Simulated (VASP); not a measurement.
The system is LiF (Griceite).

```
CELL_PARAMETERS angstrom
4.08101 0.00000 0.00000
0.00000 4.08101 0.00000
0.00000 0.00000 4.08101
ATOMIC_POSITIONS crystal
F 0.50000 0.00000 0.00000
F 0.00000 0.50000 0.00000
F 0.00000 0.00000 0.50000
F 0.50000 0.50000 0.50000
Li 0.00000 0.00000 0.00000
Li 0.00000 0.50000 0.50000
Li 0.50000 0.00000 0.50000
Li 0.50000 0.50000 0.00000
```

The cell isn't the ideal one: volume scaled by 1.04.

| Item | Value |
| --- | --- |
| Program | VASP 6.6.1 |
| Task | relaxation of cell and atoms |
| Functional | PBEsol |
| Dispersion | rVV10 |
| Potentials or basis | VASP PAW PBE potentials, release 64 (F, Li_sv) |
| Cutoff | 600 eV |
| k mesh | 7 × 7 × 7 |
| Occupations | gaussian, width 0.01 eV |
| Spin | no spin polarisation |

At the start: pressure -4.5 GPa; volume 8.50 Å³/atom.

Problem. Where does the relaxation end?

Solution. Over 4 steps the energy falls by 8.5 meV/atom and the volume is 7.93 Å³/atom (-6.7 %); space group Fm-3m (No. 225, to 0.05 Å).

Step by step:
| step | energy change (eV) | largest force (eV/Å) | pressure (GPa) | volume (Å³) |
| --- | --- | --- | --- | --- |
| 1 | 0.0000 | 0.0000 | -4.48 | 67.97 |
| 2 | -0.0503 | 0.0000 | -2.41 | 65.66 |
| 3 | -0.0676 | 0.0000 | -0.30 | 63.68 |
| 4 | -0.0679 | 0.0000 | 0.00 | 63.41 |

Final structure:
```
F Li
1.0
     3.98767    0.00000    0.00000
     0.00000    3.98767    0.00000
     0.00000    0.00000    3.98767
F Li
4 4
Cartesian
  1.9938 3.9877 3.9877
  0.0000 1.9938 0.0000
  0.0000 0.0000 1.9938
  1.9938 1.9938 1.9938
  3.9877 0.0000 0.0000
  0.0000 1.9938 1.9938
  1.9938 3.9877 1.9938
  1.9938 1.9938 0.0000
```

Caveat: the cutoff is under 1.25 times the usual one of these potentials, so pressure, stress and relaxed cells hold a basis-set (Pulay) error; the PAW data sets were made with another functional, which shifts forces and pressure a little.
